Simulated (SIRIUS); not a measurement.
Pb, 1 atom in the cell. The structure is cubic, space group Fm-3m (No. 225). The conventional cell has a = 4.950 Å, b = 4.950 Å, c = 4.950 Å, α = 90.00°, β = 90.00°, γ = 90.00°. Pb (site symmetry m-3m) has 12 Pb at 3.50 Å as nearest neighbours. 

```yaml
Program: SIRIUS 7.10.0
Task: relaxation of cell and atoms
Functional: PBE
Dispersion: D3(BJ)
Potentials_or_basis: PseudoDojo 0.4.1 PBE standard (scalar relativistic)
Cutoff: 765 eV
Density_cutoff: 3061 eV
k_mesh: 8 × 8 × 8
Occupations: fermi-dirac, width 0.05 eV
Spin: no spin polarisation
Libxc_names: "[\"XC_GGA_X_PBE\", \"XC_GGA_C_PBE\"]"
Energy_tol: 1e-08 Ha
Density_tol: 1e-06
Mixer: anderson
Mixing_beta: 0.7
Max_scf: 100
Radial_cutoff_for_the_potentials'_integrals: 6.5 bohr
Optimizer: BFGS
Fmax: 0.02 eV/Å
Max_steps: 30
Target_pressure: 0 GPa
```

Potentials or basis: PseudoDojo 0.4.1 PBE standard (scalar relativistic).

Command:

```bash
$ upf_to_json Pb.upf
$ OMP_NUM_THREADS=1 python run.py
```

Hardware: 1 thread of Arm Neoverse V1, on a shared host.

Question: Estimate the wall time of this run.

Answer: Run time: 40 s on 1 thread of Arm Neoverse V1, with other jobs on the host, peak memory 0.22 GiB. Counts: scf iterations 10, k points 29, plane waves 1459, bands 14, ion steps 3, scf runs 3.
